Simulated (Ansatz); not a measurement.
Crystal: V.

```
V
1.0
    -1.51435    1.51435    1.51435
     1.51435   -1.51435    1.51435
     1.51435    1.51435   -1.51435
V
1
Direct
  0.00000 0.00000 0.00000
```

A run of Ansatz 0.2.0 on this cell left the log below. Logs are shortened: lines on timing, memory, paths and dates and some standing lists are left out, and cuts for length are marked.

```text
Warning: RAYON_NUM_THREADS=2 ignored (pool sized by the plan → 2); use --threads N
scf.n_extra_bands = 6 over 7 filled bands (N_el = 13.0): the run solves 13 bands
Engine: ansatz 0.2.0, aarch64-unknown-linux-gnu
Pseudopotentials: kind: paw
Pseudopotential: V, paw, valence charge 13, recommended cutoff 420 eV (normal), V.paw.azcp
Functional definition: PBE
  parameter kappa = 0.804
  parameter beta = 0.06672455060314922
  exchange = pbe_x(kappa = kappa, mu = beta*pi^2/3)
  correlation = pbe_c(beta = beta)
Crystal: 1 atoms, lattice volume = 13.891 Å³
Basis set: ecut = 420 eV, 249 PW (Γ), exchange–correlation on 36×36×36 points (8 copies of the dense FFT grid, shifted against one another)
Bands: 13, of which v1, the nominal top of the filled ones, is band 7 counted from 1 (6 counted from 0)
Symmetry: 48 space group operations
Space group: Im-3m (ITA 229), of the structure as read, at distance tolerance 2.4e-5 Å
Magnetic group: BNS 229.140 (UNI 1642), of the structure as read, at distance tolerance 2.4e-5 Å
k-points: 72 of 1728
Non-local potential: V, projectors of the file, l = 0: 3, l = 1: 2, l = 2: 3, l = 3: 1
PAW form: soft (Blöchl's): semilocal exchange-correlation on the pseudo side does not see the compensation charge
PAW one-centre angular grid: V, 590 points (default); XC on 64 Gauss nodes
Initial density: superposition of atomic densities (chi_scale 0.1, normalization cell)
Starting moments: Σ|m| = 2 μB on 1 of 1 site
Initial wavefunctions: pseudopotential atomic-orbital guess
Functional: x = pbe(κ = 0.804, μ = 0.2195149727645171), c = pbe(β = 0.06672455060314922)
[... 18 lines left out ...]
NSCF: frozen V_eff on 86 k-points
SCF converged after 13 iterations
Magnetization: -0.0000 μB (6.5000 up, 6.5000 down)
Absolute magnetization: 0.0000 μB (∫|ρ↑−ρ↓|, with the PAW one-centre terms)
Spin contamination: 0.0000 ħ² per cell (⟨S²⟩ above its minimum at these occupations)
Per-site moments (μB) at R_I (Å): [(-1.9831288189094176e-6, 1.081959095432296)]
Free energy (F): -2912.405550 eV
Harris-Foulkes:  -2912.405550 eV  (|F-HF|=0.00e0)
Internal energy: -2912.387655 eV  (E = F + TS)
E sigma→0 (E₀):  -2912.396602 eV
Entropy (-TS):   -0.017895 eV (-17.895 meV/atom)
Fermi energy:    15.941939 eV
--- Per-component energies (eV) ---
  E_band       = -152.166158
  E_kinetic    = 335.568923
  E_local      = -915.339862  (includes V_loc(G=0)·N_el)
  E_nonlocal   = -45.728880
  E_hartree    = 417.924756
  E_xc         = -130.233447
  E_vxc        = -165.080560  (∫ρ·V_xc dr)
  E_paw        = -1112.529599  (= ΣΔE_a)
  E_vpaw       = -197.435520  (= ΣTr[D̂ρ^β])
  E_aug_tail   = 0.000257  (compensation charges beyond the density's cutoff)
  E_ewald      = -1462.049804
  E_smearing   = -0.017895  (= −TS)
  E_closure    = -0.000000  (closes the sum)
  Σ components = -2912.405550   (vs F -2912.405550, Δ=0.00e0)
--- Forces (eV/Å), atoms counted from 1 ---
  atom   1  V     -0.00000000     0.00000000     0.00000000
  max |Σ_I F_I| component: 1.07e-31 eV/Å
--- Stress (GPa, compression-positive) ---
       -5.361195       0.000000      -0.000000
        0.000000      -5.361195      -0.000000
        0.000000      -0.000000      -5.361195
  P = ⅓ Tr σ = -5.3612 GPa (-53.612 kbar)
--- Band table (eV; the first three rows and the last of 144) ---
  k-point 0 ↑: bands = ["-47.7813", "-21.1266", "-21.1266", "-21.1266", "9.4218", "16.3551", "16.3551", "16.3551", "18.2935", "18.2935", "36.2375", "36.2375", "36.2375"]
  k-point 1 ↑: bands = ["-47.7697", "-21.1837", "-21.1442", "-21.1270", "9.6927", "16.2425", "16.3279", "16.5466", "18.1703", "18.3016", "35.6683", "36.1532", "36.4418"]
  k-point 2 ↑: bands = ["-47.7380", "-21.3379", "-21.1920", "-21.1280", "10.4552", "15.9466", "16.1806", "17.0940", "17.9780", "18.3337", "34.0546", "35.5315", "36.9591"]
  k-point 71 ↓: bands = ["-47.4847", "-21.6884", "-21.6884", "-21.6884", "13.0891", "13.0891", "19.5352", "19.5352", "19.5352", "25.8695", "25.8695", "25.8695", "32.3868"]
```

Task: What input gives this log?

Result: Band structure with PBE, collinear spin, ferromagnetic start. The files as run (others can give the same):

input.yaml
```yaml
crystal:
  lattice:
    - [-1.51435, 1.51435, 1.51435]
    - [1.51435, -1.51435, 1.51435]
    - [1.51435, 1.51435, -1.51435]
  atoms:
    - { symbol: V, position: [0.0, 0.0, 0.0], spin: 2.0 }
hamiltonian:
  xc: pbe
  pseudopotentials: { kind: paw }
magnetization:
  spin_polarized: true
kpoints:
  mp_grid: { grid: [12, 12, 12] }
  band_path:
    path:
      - [[0.0, 0.0, 0.0], [0.5, -0.5, 0.5], [0.0, 0.0, 0.5], [0.0, 0.0, 0.0], [0.25, 0.25, 0.25], [0.5, -0.5, 0.5]]
      - [[0.25, 0.25, 0.25], [0.0, 0.0, 0.5]]
    npoints: 14
scf:
  occupations: { method: fermi_dirac, width: 0.05 }
  n_extra_bands: 6
output:
  forces: true
  stress: true
  eigenvalues: true
  fatbands: true
```

Potentials or basis: Ansatz PAW.
Launch:
```console
$ ansatz run input.yaml --threads 2 --pin off --max-ram 5632MiB --backend cpu --events-out ev --progress --plain --runs-dir out
```

Caveat: the starting moments weren't kept.
